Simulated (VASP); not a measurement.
Here is a VASP 6.6.1 calculation.

The input INCAR:

```
SYSTEM = InSe
  PREC = Accurate
  ENCUT = 520
  EDIFF = 1E-7
  ISMEAR = 0
  SIGMA = 0.012
  LREAL = .FALSE.
  LASPH = .TRUE.
  NELM = 60
  ALGO = Normal
  ISIF = 2
  LWAVE = .FALSE.
  LCHARG = .FALSE.
  GGA = PE
```

Contents of KPOINTS:

```
regular mesh
0
G
  8 8 8
  0 0 0
```

Contents of POSCAR:

```
InSe
1.0
    2.0000000000      1.1547005384      8.4400000000
   -2.0000000000      1.1547005384      8.4400000000
    0.0000000000     -2.3094010768      8.4400000000
In Se
2 2
Direct
    0.8886000000      0.8886000000      0.8886000000
    0.0000000000      0.0000000000      0.0000000000
    0.1719000000      0.1719000000      0.1719000000
    0.3835000000      0.3835000000      0.3835000000
```

Potentials or basis: VASP PAW PBE potentials, release 64 (In_d, Se).

The run is started by

```bash
$ cat potpaw_PBE.64/In_d/POTCAR potpaw_PBE.64/Se/POTCAR > POTCAR
$ mpirun -np 1 vasp_std > vasp.out
```

Q: Predict the largest force.

A: 0.381 eV/Å.

Q: Predict the band gap on the k mesh.

A: 0.43 eV, direct.

Forces in eV/Å, atoms in the order of the input:
```
In   0.000  0.000  0.381
In   0.000  0.000 -0.365
Se   0.000  0.000 -0.274
Se   0.000  0.000  0.258
```

Caveat: spin-orbit coupling is left out, which moves the levels of the heavy elements.

**Measured values to compare with.**

From “The Interaction of Hydrogen with the van der Waals Crystal γ-InSe”, 2020, pmc:7321205, for a bulk crystal of InSe at 300 K: band gap 1.25 eV.

Measured gap of InSe: 1.25 eV (300 K; “The Interaction of Hydrogen with the van der Waals Crystal γ-InSe”, 2020, pmc:7321205). This calculation gives 0.43 eV (-0.82 eV). Spin-orbit coupling on In, Se is left out. The value is that of PBE on a finite k mesh, which can miss the band edges, without temperature or zero-point motion. Semilocal functionals fall short of measured gaps as a rule.
